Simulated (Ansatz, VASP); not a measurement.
**Al: VASP beside Ansatz**

The input INCAR:

```
SYSTEM = Al
  PREC = Accurate
  ENCUT = 520
  EDIFF = 1E-7
  ISMEAR = 1
  SIGMA = 0.2
  LREAL = .FALSE.
  LASPH = .TRUE.
  NELM = 80
  ALGO = Normal
  ISIF = 2
  LWAVE = .FALSE.
  LCHARG = .FALSE.
  GGA = CA
  NBANDS = 8
```

KPOINTS

```
regular mesh
0
G
  20 20 20
  0 0 0
```

The input POSCAR:

```
Al
1.0
   -1.5991747834      1.5991747834      1.5912186900
    1.5991747834     -1.5991747834      1.5912186900
    1.5991747834      1.5991747834     -1.5912186900
Al
1
Direct
    0.0000000000      0.0000000000      0.0000000000
```

Input for Ansatz:

```yaml
crystal:
  lattice:
    - [-1.5991747834, 1.5991747834, 1.59121869]
    - [1.5991747834, -1.5991747834, 1.59121869]
    - [1.5991747834, 1.5991747834, -1.59121869]
  atoms:
    - { symbol: Al, position: [0.0, 0.0, 0.0] }
basis:
  ecutwfc: 420
kpoints:
  mp_grid: { grid: [20, 20, 20] }
hamiltonian:
  xc: lda
scf:
  occupations: { method: methfessel_paxton, width: 0.2 }
output:
  forces: true
  stress: true
  eigenvalues: true
```

Change from the starting cell: strain +0.0050 x Voigt [1, 1, 0, 0, 0, 0], atoms carried along.

Alike in both runs: task single point; functional LDA; k mesh 20 × 20 × 20; occupations methfessel-paxton of order 1, width 0.2 eV; no spin polarisation.

|  | VASP | Ansatz |
| --- | --- | --- |
| version | VASP 6.6.1 | Ansatz 0.2.0 |
| potentials or method | VASP PAW LDA potentials, release 64 (Al) | scalar-relativistic, plane waves, PAW |
| plane-wave cutoff (eV) | 520 | 420 |
| valence electrons in the cell | 3 | 3 |

Ansatz gave:

```
gap on the k mesh at the Fermi level (eV)       : none
pressure (GPa)                                  : -0.3
largest component of the traceless stress (GPa) : 0.15
```

Q: What did VASP give for the same quantities?

A: gap on the k mesh at the Fermi level (eV): none; pressure (GPa): -0.2; largest component of the traceless stress (GPa): 0.15.

A gap of «none» marks a metal or a gap that the smearing closes.
